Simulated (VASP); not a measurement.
# AlN (F-43m) in VASP: band structure with r2SCAN

Aim: the band structure of AlN with r2SCAN.

Everything below comes from runs of VASP 6.6.1. Logs are shortened: lines on timing, memory, paths and dates and some standing lists are left out, and cuts for length are marked.

## (1) The crystal as given

It takes space group F-43m (No. 216, cubic). The conventional cell has a = 4.367 Å, b = 4.367 Å, c = 4.367 Å, α = 90.00°, β = 90.00°, γ = 90.00°. Around Al (site symmetry -43m) lie 4 N at 1.89 Å. Around N (site symmetry -43m) lie 4 Al at 1.89 Å.

Measurements of this composition are mostly on another form, of space group No. 186.

## (2) Band structure, r2SCAN

Input file INCAR:

```
SYSTEM = AlN
  PREC = Accurate
  ENCUT = 520
  EDIFF = 1E-7
  ISMEAR = 0
  SIGMA = 0.02
  LREAL = .False.
  LASPH = .True.
  NELM = 100
  ALGO = Normal
  ISIF = 2
  LWAVE = .False.
  LCHARG = .False.
  METAGGA = R2SCAN
  LMIXTAU = .True.
```

Input file KPOINTS:

```
Automatic mesh
0
Gamma
  12 12 12
  0 0 0
```

Input file POSCAR:

```
AlN                                     
1.0
    0.0000000000      2.1835457775      2.1835457775
    2.1835457775      0.0000000000      2.1835457775
    2.1835457775      2.1835457775      0.0000000000
  Al              N             
     1     1
Direct
     0.0000000000000000    0.0000000000000000    0.0000000000000000
     0.7500000000000000    0.7500000000000000    0.7500000000000000
```

Input file KPOINTS_OPT:

```
path GXWKGLUWLK,UX
20
line-mode
reciprocal
 0.0000000000  0.0000000000  0.0000000000  G
 0.5000000000  0.0000000000  0.5000000000  X

 0.5000000000  0.0000000000  0.5000000000  X
 0.5000000000  0.2500000000  0.7500000000  W

 0.5000000000  0.2500000000  0.7500000000  W
 0.3750000000  0.3750000000  0.7500000000  K

 0.3750000000  0.3750000000  0.7500000000  K
 0.0000000000  0.0000000000  0.0000000000  G

 0.0000000000  0.0000000000  0.0000000000  G
 0.5000000000  0.5000000000  0.5000000000  L

 0.5000000000  0.5000000000  0.5000000000  L
 0.6250000000  0.2500000000  0.6250000000  U

 0.6250000000  0.2500000000  0.6250000000  U
 0.5000000000  0.2500000000  0.7500000000  W

 0.5000000000  0.2500000000  0.7500000000  W
 0.5000000000  0.5000000000  0.5000000000  L

 0.5000000000  0.5000000000  0.5000000000  L
 0.3750000000  0.3750000000  0.7500000000  K

 0.6250000000  0.2500000000  0.6250000000  U
 0.5000000000  0.0000000000  0.5000000000  X
```

Potentials or basis: VASP PAW PBE potentials, release 64 (Al, N).

Command:

```sh
$ cat potpaw_PBE.64/Al/POTCAR potpaw_PBE.64/N/POTCAR > POTCAR
$ mpirun -np 1 vasp_std > vasp.out
```

OUTCAR:

```text
SYSTEM = AlN
   PREC = Accurate
   ENCUT = 520
   EDIFF = 1E-7
   ISMEAR = 0
   LREAL = .False.
   LASPH = .True.
   NELM = 100
   ISIF = 2
   METAGGA = R2SCAN

 ion  position               nearest neighbor table
   1  0.000  0.000  0.000-   2 1.89   2 1.89   2 1.89   2 1.89
   2  0.750  0.750  0.750-   1 1.89   1 1.89   1 1.89   1 1.89

  LATTYP: Found a face centered cubic cell.
 ALAT       =     4.3670915550

  Lattice vectors:

 A1 = (   0.0000000000,   2.1835457775,   2.1835457775)
 A2 = (   2.1835457775,   0.0000000000,   2.1835457775)
 A3 = (   2.1835457775,   2.1835457775,   0.0000000000)

Analysis of symmetry for initial positions (statically):
=====================================================================
 Subroutine PRICEL returns:
 Original cell was already a primitive cell.

 Routine SETGRP: Setting up the symmetry group for a
 face centered cubic supercell.

 Subroutine GETGRP returns: Found 24 space group operations
 (whereof 24 operations were pure point group operations)
 out of a pool of 48 trial point group operations.

The static configuration has the point symmetry T_d .

Analysis of symmetry for dynamics (positions and initial velocities):
=====================================================================
 Subroutine PRICEL returns:
 Original cell was already a primitive cell.

 Routine SETGRP: Setting up the symmetry group for a
 face centered cubic supercell.

 Subroutine GETGRP returns: Found 24 space group operations
 (whereof 24 operations were pure point group operations)
 out of a pool of 48 trial point group operations.

The dynamic configuration has the point symmetry T_d .

 Subroutine INISYM returns: Found 24 space group operations
 (whereof 24 operations are pure point group operations),
 and found     1 'primitive' translations

----------------------------------------------------------------------------------------

                                     Primitive cell

  volume of cell :      20.8217

  direct lattice vectors                    reciprocal lattice vectors
     0.000000000  2.183545778  2.183545778    -0.228985353  0.228985353  0.228985353
     2.183545778  0.000000000  2.183545778     0.228985353 -0.228985353  0.228985353
     2.183545778  2.183545778  0.000000000     0.228985353  0.228985353 -0.228985353

  length of vectors
     3.088000053  3.088000053  3.088000053     0.396614265  0.396614265  0.396614265

  position of ions in fractional coordinates (direct lattice)
     0.000000000  0.000000000  0.000000000
     0.750000000  0.750000000  0.750000000

  ion indices of the primitive-cell ions
   primitive index   ion index
                 1           1
                 2           2

----------------------------------------------------------------------------------------

 KPOINTS: Automatic mesh

Automatic generation of k-mesh.
 Grid dimensions read from file:
 generate k-points for:   12   12   12

 Generating k-lattice:

  Cartesian coordinates                     Fractional coordinates (reciprocal lattice)
    -0.019082113  0.019082113  0.019082113     0.083333333  0.000000000  0.000000000
     0.019082113 -0.019082113  0.019082113     0.000000000  0.083333333  0.000000000
     0.019082113  0.019082113 -0.019082113     0.000000000  0.000000000  0.083333333

  Length of vectors
     0.033051189  0.033051189  0.033051189

  Shift w.r.t. Gamma in fractional coordinates (k-lattice)
     0.000000000  0.000000000  0.000000000

 Subroutine IBZKPT returns following result:
 ===========================================

 Found     72 irreducible k-points:

 Following reciprocal coordinates:
            Coordinates               Weight
  0.000000  0.000000  0.000000      1.000000
  0.083333  0.000000  0.000000      8.000000
  0.166667  0.000000  0.000000      8.000000
  0.250000  0.000000  0.000000      8.000000
  0.333333  0.000000  0.000000      8.000000
  0.416667  0.000000  0.000000      8.000000
[... 16 lines left out ...]
  0.500000  0.166667  0.000000     24.000000
 -0.416667  0.166667  0.000000     24.000000
 [... further k-points ...]
   k-points           NKPTS =     72   k-points in BZ     NKDIM =     72   number of bands    NBANDS=      8
   number of dos      NEDOS =    301   number of ions     NIONS =      2
   total plane-waves  NPLWV =  13824
   dimension x,y,z NGX =    24 NGY =   24 NGZ =   24
   dimension x,y,z NGXF=    48 NGYF=   48 NGZF=   48
   ions per type =               1   1
   NGX,Y,Z   is equivalent  to a cutoff of  12.92, 12.92, 12.92 a.u.
   NGXF,Y,Z  is equivalent  to a cutoff of  25.84, 25.84, 25.84 a.u.
 SYSTEM =  AlN
   PREC   = accura    normal or accurate (medium, high low for compatibility)
   ISTART =      0    job   : 0-new  1-cont  2-samecut
   ICHARG =      2    charge: 1-file 2-atom 10-const
   ISPIN  =      1    spin polarized calculation?
   LNONCOLLINEAR =      F non collinear calculations
   LSORBIT =      F    spin-orbit coupling
   LASPH  =      T    aspherical Exc in radial PAW
   ENCUT  =  520.0 eV  38.22 Ry    6.18 a.u.   5.74  5.74  5.74*2*pi/ulx,y,z
   NELM   =    100;   NELMIN=  2; NELMDL= -5     # of ELM steps
   EDIFF  = 0.1E-06   stopping-criterion for ELM
   LREAL  =      F    real-space projection
   EDIFFG = 0.1E-05   stopping-criterion for IOM
   NSW    =      0    number of steps for IOM
   IBRION =     -1    ionic relax: 0-MD 1-quasi-New 2-CG
   NFREE  =      0    steps in history (QN), initial steepest desc. (CG)
   ISIF   =      2    stress and relaxation
   ISYM   =      2    0-nonsym 1-usesym 2-fastsym
   POTIM  = 0.5000    time-step for ionic-motion
   TEBEG  =    0.0;   TEEND  =   0.0 temperature during run
   PSTRESS=    0.0 pullay stress
   NELECT =       8.0000    total number of electrons
   NUPDOWN=      -1.0000    fix difference up-down
   EMIN   =  10.00;   EMAX   =-10.00  energy-range for DOS
   EFERMI =   0.00;   METHOD = LEGACY
   ISMEAR =     0;   SIGMA  =   0.02  broadening in eV -4-tet -1-fermi 0-gaus
   EFERMI_NEDOS =   21; number of points for ismear=-14 and -15
   IALGO  =     38    algorithm
   IMIX   =      4    mixing-type and parameters
     AMIX     =   0.40;   BMIX     =  1.00
     AMIX_MAG =   1.60;   BMIX_MAG =  1.00
  volume/ion in A,a.u.               =      10.41        70.26
  Fermi-wavevector in a.u.,A,eV,Ry     =   1.190143  2.249044 19.271845  1.416441
  Thomas-Fermi vector in A             =   2.326234
   LORBIT       =      0    0 simple, 1 ext, 2 COOP (PROOUT), +10 PAW based schemes
   METAGGA = R2SCAN    functional components
   LHFCALC =     F    Hartree Fock is set to
   AEXX    =    0.0000 exact exchange contribution
   IVDW    =     0    specifies the selected vdW correction
   LEPSILON=     F    determine dielectric tensor
   LRPA    =     F    only Hartree local field effects (RPA)
 non-spin polarized calculation
 Gauss-broadening in eV      SIGMA  =   0.02
  energy-cutoff  :      520.00
  volume of cell :       20.82
 maximum number of plane-waves:       569
   NGX = 11   NGY = 11   NGZ = 11

 number of electron       8.0000000 magnetization

 Free energy of the ion-electron system (eV)
  ---------------------------------------------------
  ext. energy  EPLUGINS =         0.00000000
  ---------------------------------------------------
  free energy    TOTEN  =       -19.17971543 eV

  energy without entropy =      -19.17971543  energy(sigma->0) =      -19.17971543

 E-fermi :   5.8429     XC(G=0): -11.4212

 val. band max:        5.6987202980   @ k =   0.0000   0.0000   0.0000
 cond. band min:       9.6341182701   @ k =   0.5000   0.5000   0.0000
 fundamental gap:      3.9353979721
 Fermi energy:         5.8429495933

 k-point     1 :       0.0000    0.0000    0.0000
  band No.  band energies     occupation
      1     -10.0465      2.00000
      2       5.6987      2.00000
      3       5.6987      2.00000
      4       5.6987      2.00000
      5      10.5970      0.00000
      6      19.2264      0.00000
      7      19.2264      0.00000
      8      19.2264      0.00000

 k-point     2 :       0.0833    0.0000    0.0000
  band No.  band energies     occupation
      1      -9.9442      2.00000
      2       5.1195      2.00000
      3       5.6621      2.00000
      4       5.6621      2.00000
      5      11.0783      0.00000
      6      18.9547      0.00000
      7      19.3337      0.00000
      8      19.3337      0.00000

 k-point     3 :       0.1667    0.0000    0.0000
  band No.  band energies     occupation
      1      -9.6485      2.00000
      2       3.8466      2.00000
      3       5.5655      2.00000
      4       5.5655      2.00000
      5      12.0403      0.00000
      6      18.3323      0.00000
      7      19.3847      0.00000
      8      19.3847      0.00000

 k-point     4 :       0.2500    0.0000    0.0000
  band No.  band energies     occupation
      1      -9.1981      2.00000
      2       2.4145      2.00000
      3       5.4406      2.00000
      4       5.4406      2.00000
      5      12.9247      0.00000
      6      17.6561      0.00000
      7      18.9178      0.00000
      8      18.9178      0.00000

 k-point     5 :       0.3333    0.0000    0.0000
  band No.  band energies     occupation
      1      -8.6734      2.00000
      2       1.1074      2.00000
      3       5.3233      2.00000
      4       5.3233      2.00000
      5      13.5162      0.00000
      6      17.0799      0.00000
      7      18.2700      0.00000
      8      18.2700      0.00000
[... 177 lines left out ...]
 k-point    22 :       0.4167    0.1667    0.0000
  band No.  band energies     occupation
      1      -8.2511      2.00000
      2       1.0024      2.00000
      3       4.4287      2.00000
      4       4.7746      2.00000
      5      13.3218      0.00000
      6      16.2551      0.00000
      7      18.3456      0.00000
      8      19.3290      0.00000

 k-point    23 :       0.5000    0.1667    0.0000
  band No.  band energies     occupation
      1      -7.9056      2.00000
      2       0.3638      2.00000
      3       4.1201      2.00000
      4       4.8291      2.00000
      5      13.6399      0.00000
      6      15.7428      0.00000
      7      18.8349      0.00000
      8      18.8492      0.00000

 k-point    24 :      -0.4167    0.1667    0.0000
  band No.  band energies     occupation
      1      -7.8530      2.00000
      2       0.2753      2.00000
      3       3.9109      2.00000
      4       4.9751      2.00000
      5      14.1160      0.00000
      6      15.3781      0.00000
      7      18.5776      0.00000
      8      18.9353      0.00000

 [... further k-points ...]

------------------------ aborting loop because EDIFF is reached ----------------------------------------

  FORCE on cell =-STRESS in cart. coord.  units (eV):
  Direction    XX          YY          ZZ          XY          YZ          ZX
  --------------------------------------------------------------------------------------
  -------------------------------------------------------------------------------------
  Total        0.0000286      0.0000286      0.0000286      0.0000000      0.0000000      0.0000000
  in kB        0.0021981      0.0021981      0.0021981      0.0000000      0.0000000      0.0000000
  external PRESSURE =       0.0021981 kB  Pullay stress =       0.0000000 kB

 VOLUME and BASIS-vectors are now :
 -----------------------------------------------------------------------------
  energy-cutoff  :      520.00
  volume of cell :       20.82
      direct lattice vectors                 reciprocal lattice vectors
     0.000000000  2.183545778  2.183545778    -0.228985353  0.228985353  0.228985353
     2.183545778  0.000000000  2.183545778     0.228985353 -0.228985353  0.228985353
     2.183545778  2.183545778  0.000000000     0.228985353  0.228985353 -0.228985353

 POSITION                                       TOTAL-FORCE (eV/Angst)
 -----------------------------------------------------------------------------------
      0.00000      0.00000      0.00000        -0.000000     -0.000000     -0.000000
      3.27532      3.27532      3.27532         0.000000      0.000000      0.000000
 -----------------------------------------------------------------------------------
    total drift:                                0.000001      0.000001      0.000001

  FREE ENERGIE OF THE ION-ELECTRON SYSTEM (eV)
  ---------------------------------------------------
  free  energy   TOTEN  =       -19.1797154290 eV

  energy  without entropy=      -19.1797154290  energy(sigma->0) =      -19.17971543
```

Wall time 2.2 min (1 thread of AMD EPYC 7R13 (Zen 3), shared host); peak memory 0.12 GiB.

Results:

```
Free energy             : -19.1797 eV
Pressure                : 0.0 GPa
Band gap on the k mesh  : 3.94 eV, indirect (least direct gap 4.90 eV)
Band gap along the path : 3.94 eV, indirect (least direct gap 4.90 eV)
```

Levels at the corners of the path, in eV from the valence-band top:
```tsv
point	band 2	band 3	band 4	band 5	band 6	band 7
Γ	0.00	0.00	0.00	4.90	13.53	13.53
X	-4.95	-1.81	-1.81	3.94	9.48	15.21
X	-4.95	-1.81	-1.81	3.94	9.48	15.21
W	-3.78	-3.50	-2.68	6.71	12.36	12.88
W	-3.78	-3.50	-2.68	6.71	12.36	12.88
K	-4.28	-3.65	-1.39	5.83	11.03	14.25
K	-4.28	-3.65	-1.39	5.83	11.03	14.25
Γ	0.00	0.00	0.00	4.90	13.53	13.53
Γ	0.00	0.00	0.00	4.90	13.53	13.53
L	-5.90	-0.49	-0.49	8.22	10.83	11.95
L	-5.90	-0.49	-0.49	8.22	10.83	11.95
U	-4.28	-3.65	-1.39	5.83	11.03	14.25
U	-4.28	-3.65	-1.39	5.83	11.03	14.25
W	-3.78	-3.50	-2.68	6.71	12.36	12.88
W	-3.78	-3.50	-2.68	6.71	12.36	12.88
L	-5.90	-0.49	-0.49	8.22	10.83	11.95
L	-5.90	-0.49	-0.49	8.22	10.83	11.95
K	-4.28	-3.65	-1.39	5.83	11.03	14.25
U	-4.28	-3.65	-1.39	5.83	11.03	14.25
X	-4.95	-1.81	-1.81	3.94	9.48	15.21
```

Caveat: the PAW data sets were made with another functional, which shifts forces and pressure a little.
